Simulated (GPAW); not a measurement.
**Input and output of a self-consistent single point for BeO (P6_3mc, 4 atoms in the cell) (GPAW)**

Computed with PBE, GPAW PAW datasets PBE (gpaw-data 1.0.1) (plane waves; GPAW).

The input file:

```python
from ase import Atoms
from ase.units import GPa
from gpaw import GPAW, PW

atoms = Atoms(['Be', 'Be', 'O', 'O'],
              cell=[[2.717181, 0.000000, 0.000000],
                    [-1.358591, 2.353148, 0.000000],
                    [0.000000, 0.000000, 4.413216]],
              positions=[[-0.000002, 1.568766, 0.000706],
                         [1.358592, 0.784382, 2.207314],
                         [-0.000002, 1.568766, 1.665283],
                         [1.358592, 0.784382, 3.871891]],
              pbc=True)

calc = GPAW(mode=PW(950),
            xc='PBE',
            kpts=(9, 9, 5),
            occupations={'name': 'fixed-uniform'},
            nbands=-6,
            convergence={'forces': 0.001, 'bands': -4},
            symmetry={'symmorphic': False, 'tolerance': 0.0005},
            maxiter=120,
            txt='-')

atoms.calc = calc

energy = atoms.get_potential_energy()
print('Energy (eV):', round(energy, 6))
forces = atoms.get_forces()
print('Forces (eV/Ang):')
print(forces.round(5))
stress = atoms.get_stress()
print('Stress (GPa, Voigt):', (stress / GPa).round(4))
```

Log, with long lists cut:

```
Input parameters:
  convergence: {bands: -4,
                forces: 0.001}
  kpts: [9 9 5]
  maxiter: 120
  mode: {ecut: 950.0,
         name: pw}
  nbands: -6
  occupations: {name: fixed-uniform}
  symmetry: {symmorphic: False,
             tolerance: 0.0005}
  xc: PBE

species:
  Be:
    name: Beryllium
    Z: 4.0
    valence: 2
    core: 2
    charge: 0.0
    file: Be.PBE.gz

    # Using partial waves for Be as LCAO basis

  O:
    name: Oxygen
    Z: 8.0
    valence: 6
    core: 2
    charge: 0.0
    file: O.PBE.gz

    # Using partial waves for O as LCAO basis

Reference energy: -4878.074549  # eV

Spin-paired calculation

Convergence criteria:
 Maximum [total energy] change in last 3 cyles: 0.0005 eV / valence electron
 Maximum integral of absolute [dens]ity change: 0.0001 electrons / valence electron
 Maximum integral of absolute [eigenst]ate change: 4e-08 eV^2 / valence electron
 Maximum change in the atomic [forces] across last 2 cycles: 0.001 eV/Ang OR
Maximum error relative to the maximum force is below inf
 Maximum number of scf [iter]ations: 120

Symmetries present (total): 12
Symmetries with fractional translations: 6
405 k-points: 9 x 9 x 5 Monkhorst-Pack grid
36 k-points in the irreducible part of the Brillouin zone
       k-points in crystal coordinates                weights
   0:     0.00000000    0.00000000    0.00000000          1/405
   1:     0.00000000    0.00000000    0.20000000          2/405
   2:     0.00000000    0.00000000    0.40000000          2/405
   [... 7 lines left out ...]
          ...
  35:     0.44444444    0.44444444    0.40000000         12/405

Wave functions: Plane wave expansion
  Cutoff energy: 950.000 eV
  Number of coefficients (min, max): 1835, 1905
  Pulay-stress correction: 0.000000 eV/Ang^3 (de/decut=0.000000)

Occupation numbers: # Uniform distribution of occupation numbers

Eigensolver

Densities:
  Coarse grid: 20*20*32 grid
  Fine grid: 40*40*64 grid
  Total Charge: 0.000000

Density mixing:
  Method: separate
  Backend: pulay
  Linear mixing parameter: 0.05
  old densities: 5
  Damping of long wavelength oscillations: 50

Hamiltonian:
  XC and Coulomb potentials evaluated on a 40*40*64 grid
  External potential:
    NoExternalPotential

XC parameters: PBE with 2 nearest neighbor stencil

Number of atoms: 4
Number of atomic orbitals: 16
Number of bands in calculation: 14
Number of valence electrons: 16
Bands to converge: 10

Density initialized from atomic densities
  14 bands from LCAO basis set

Atomic positions and initial magnetic moments

Positions:
   0 Be    -0.000002    1.568766    0.000706    ( 0.0000,  0.0000,  0.0000)
   1 Be     1.358592    0.784382    2.207314    ( 0.0000,  0.0000,  0.0000)
   2 O     -0.000002    1.568766    1.665283    ( 0.0000,  0.0000,  0.0000)
   3 O      1.358592    0.784382    3.871891    ( 0.0000,  0.0000,  0.0000)

Unit cell:
           periodic     x           y           z      points  spacing
  1. axis:    yes    2.717181    0.000000    0.000000    20     0.1177
  2. axis:    yes   -1.358591    2.353148    0.000000    20     0.1177
  3. axis:    yes    0.000000    0.000000    4.413216    32     0.1379

  Lengths:   2.717181   2.717181   4.413216
  Angles:   90.000000  90.000000 120.000007

Effective grid spacing dv^(1/3) = 0.1301

     iter     time        total  log10-change:
                         energy   eigst   dens  force
iter:   1 --:--:--   -30.537674   +0.55
iter:   2 --:--:--   -30.049474   -1.00  -0.80
iter:   3 --:--:--   -28.618017   -0.66  -0.84
iter:   4 --:--:--   -28.607860   -1.80  -1.18
iter:   5 --:--:--   -28.634179   -2.57  -1.38
iter:   6 --:--:--   -28.632826   -2.77  -2.34
iter:   7 --:--:--   -28.632220c  -3.95  -2.40
iter:   8 --:--:--   -28.632286c  -4.08  -2.89
iter:   9 --:--:--   -28.632211c  -4.30  -3.10
iter:  10 --:--:--   -28.632193c  -5.50  -3.40
iter:  11 --:--:--   -28.632193c  -7.09  -4.32c
iter:  12 --:--:--   -28.632193c  -7.92c -4.49c
iter:  13 --:--:--   -28.632193c  -8.06c -4.52c -2.25
iter:  14 --:--:--   -28.632193c  -8.88c -5.00c -3.68c

Converged after 14 iterations.

Dipole moment: (-0.000000, -0.000000, 1.728619) |e|*Ang

Energy contributions relative to reference atoms: (reference = -4878.074549)

Kinetic:        +30.191492
Potential:      -29.381440
External:        +0.000000
XC:             -29.823635
Entropy (-ST):   +0.000000
Local:           +0.381390
SIC:             +0.000000
--------------------------
Free energy:    -28.632193
Extrapolated:   -28.632193

Showing only first 2 kpts
 Kpt  Band  Eigenvalues  Occupancy
  0     6      4.43452    2.00000
  0     7      4.45460    2.00000
  0     8     11.85154    0.00000
  0     9     15.85806    0.00000

  1     6      4.33798    2.00000
  1     7      4.33800    2.00000
  1     8     12.37275    0.00000
  1     9     15.53287    0.00000

Fermi level: 8.15307

Gap: 7.397 eV
Transition (v -> c):
  (s=0, k=0, n=7, [0.00, 0.00, 0.00]) -> (s=0, k=0, n=8, [0.00, 0.00, 0.00])
No difference between direct/indirect transitions
Energy (eV): -28.632193

Forces in eV/Ang:
  0 Be   -0.00000    0.00000   -0.02314
  1 Be    0.00000    0.00000   -0.02314
  2 O     0.00000   -0.00000    0.02324
  3 O     0.00000    0.00000    0.02324

Stress tensor:
    -0.014836    -0.000000     0.000000
    -0.000000    -0.014836    -0.000000
     0.000000    -0.000000    -0.015394
Stress (GPa, Voigt): [-2.377  -2.377  -2.4664 -0.      0.     -0.    ]
```

The run converged in 14 iterations. GPAW prints stress with tension positive.

At such cutoffs GPAW's stress carries a finite-basis (Pulay) error, which enters relaxed cells too; its log prints stress with tension positive.

The starting cell comes from a database of computed structures (which also holds hypothetical and non-ambient phases and stackings), without a prior relaxation at this level. Its lattice was rescaled by a random factor within 2.5 % of one.
